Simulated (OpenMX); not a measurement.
Write the native input for OpenMX 3.8.5 that does the following.

| Item | Value |
| --- | --- |
| Task | single point |
| Functional | PBE |
| Potentials or basis | OpenMX 2013 PBE set, Rh7.0-s3p2d2, grid cutoff 400 Ry |
| k mesh | 13 × 13 × 13 |
| Occupations | fermi-dirac, width 0.05 eV |
| Spin | no spin polarisation |
| Mixing scheme | rmm-diisk |
| SCF threshold | 1e-08 Ha |
| Solver | band |
| Max SCF cycles | 100 |

The system is Rh.

```
CELL_PARAMETERS angstrom
-0.03933 1.88309 1.96246
1.90193 0.03281 1.89032
1.92465 1.83367 0.01009
ATOMIC_POSITIONS crystal
Rh 0.00477 0.00350 0.99418
```

The cell isn't the ideal one: cell strained at random at fixed volume.

The input as run:

Rh.dat

```
System.CurrrentDirectory             ./
System.Name                          Rh
DATA.PATH                            ./DFT_DATA13
level.of.stdout                      1
level.of.fileout                     0
Species.Number                       1
<Definition.of.Atomic.Species
  Rh  Rh7.0-s3p2d2           Rh_PBE13
Definition.of.Atomic.Species>

Atoms.Number                         1
Atoms.SpeciesAndCoordinates.Unit     FRAC
<Atoms.SpeciesAndCoordinates
    1  Rh    0.0047670000    0.0035010000   -0.0058200000   7.500  7.500
Atoms.SpeciesAndCoordinates>

Atoms.UnitVectors.Unit               Ang
<Atoms.UnitVectors
    -0.0393340000    1.8830950000    1.9624630000
     1.9019270000    0.0328110000    1.8903180000
     1.9246520000    1.8336750000    0.0100860000
Atoms.UnitVectors>

scf.XcType                           GGA-PBE
scf.SpinPolarization                 off
scf.ElectronicTemperature            580.226
scf.energycutoff                     400.0
scf.maxIter                          100
scf.EigenvalueSolver                 band
scf.Kgrid                            13 13 13
scf.Mixing.Type                      rmm-diisk
scf.Init.Mixing.Weight               0.05
scf.Min.Mixing.Weight                0.001
scf.Max.Mixing.Weight                0.3
scf.Mixing.History                   25
scf.Mixing.StartPulay                8
scf.criterion                        1.0e-8
scf.stress.tensor                    on
MD.Type                              nomd
```

Potentials or basis: OpenMX 2013 PBE set, Rh7.0-s3p2d2, grid cutoff 400 Ry.

Run with:

```sh
$ openmx Rh.dat -nt 1 > Rh.std
```

It gave:

The pressure is 16.3 GPa and the band gap on the k mesh is none (metal or under the smearing width).

Caveat: the basis of atomic orbitals isn't converged, which shifts pressures, moduli and gaps.

Run time: 75 s on 1 thread of Arm Neoverse V1, on a shared host, peak memory 0.46 GiB.
